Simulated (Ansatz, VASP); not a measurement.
**Au: VASP beside Ansatz**

```xyz
1
Lattice="2.8171 0.0000 0.0000 -1.4085 2.4396 0.0000 0.0000 0.0000 2.7980" Properties=species:S:1:pos:R:3 pbc="T T T"
Au    0.0000    0.0000    0.0000
```

Alike in both runs: functional PBE; k mesh 16 × 16 × 14; occupations fermi-dirac, width 0.08 eV; no spin polarisation.

Ansatz relaxed the structure, and its values are those at the end. VASP's run is a single point on that final structure, the one shown.

|  | VASP | Ansatz |
| --- | --- | --- |
| version | VASP 6.6.1 | Ansatz 0.2.0 |
| potentials or method | VASP PAW PBE potentials, release 64 (Au) | PAW with Ansatz's default frozen-core files, scalar-relativistic |
| plane-wave cutoff (eV) | 520 | 420 |
| valence electrons in the cell | 11 | 19 |

VASP gave:

```
pressure (GPa) : 0.7
```

Question: Which values does Ansatz return?

Answer: Pressure (GPa): 0.9.

The two sets of potentials don't hold the same shells in valence.

The runs have no spin-orbit coupling, so splittings on Au are missing.
